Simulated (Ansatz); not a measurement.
**Structure relaxation of Zn**

All numbers below come from DFT PBE, scalar-relativistic, plane waves, PAW (Ansatz). Cutoff 420 eV, Γ-centred k mesh, Gaussian smearing, no spin polarisation in the final step.

This is the end of a relaxation of cell and atoms.

```
Zn
1.0
     2.64059    0.00000    0.00000
    -1.32030    2.28682    0.00000
     0.00000    0.00000    5.05844
Zn
2
Cartesian
  0.0000 1.5245 1.2646
  1.3203 0.7623 3.7938
```

Q: What space group does it have?

A: P6_3/mmc (No. 194). Conventional cell: a = 2.641 Å, c = 5.058 Å. Zn has 6 Zn at 2.64 Å and 6 Zn at 2.95 Å.

Q: Is it a metal?

A: Yes, bands cross the Fermi level on the 21×21×14 mesh.

The final run used a 21×21×14 mesh on its 2-atom cell and 0.10 eV smearing. The cell came from a trial start, so Zn may not exist in this structure.